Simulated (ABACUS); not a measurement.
A run of ABACUS 3.10.1 is set up as follows.

The input INPUT:

```
INPUT_PARAMETERS
suffix              Cl
calculation         scf
basis_type          pw
pseudo_dir          ./
symmetry            1
dft_functional      pbesol
ecutwfc             58
pseudo_rcut         7
nspin               1
nbands              18
ks_solver           dav
smearing_method     fd
smearing_sigma      0.00367493
scf_thr             1e-08
scf_nmax            100
mixing_type         broyden
mixing_beta         0.7
cal_force           1
cal_stress          1
out_chg             1
out_pot             2
out_elf             1
```

The input STRU:

```
ATOMIC_SPECIES
Cl 35.4500 Cl.upf

LATTICE_CONSTANT
1.8897261246

LATTICE_VECTORS
3.1450000000 -2.2500000000 0.0000000000
3.1450000000 2.2500000000 0.0000000000
0.0000000000 0.0000000000 8.2100000000

ATOMIC_POSITIONS
Direct

Cl
0.0
4
0.3700000000 0.6300000000 0.4000000000 1 1 1
0.1300000000 0.8700000000 0.9000000000 1 1 1
0.6300000000 0.3700000000 0.6000000000 1 1 1
0.8700000000 0.1300000000 0.1000000000 1 1 1
```

Contents of KPT:

```
K_POINTS
0
Gamma
7 7 4 0 0 0
```

Potentials or basis: PseudoDojo NC SR 0.4.1 PBEsol standard, plane waves.

Run with:

```sh
$ OMP_NUM_THREADS=1 mpirun -np 4 abacus > log
```

Question: Predict the largest force.

Answer: 0.189 eV/Å.

Question: Estimate the band gap on the k mesh.

Answer: 2.41 eV, indirect (least direct gap 2.46 eV).

Question: Estimate the pressure.

Answer: -0.9 GPa.

Stress tensor (GPa, compression positive):
```
 0.16  0.00  0.00
 0.00 -1.21  0.00
 0.00  0.00 -1.76
```

Caveat: an odd mesh through Γ misses points on the zone boundary, where band edges often lie.
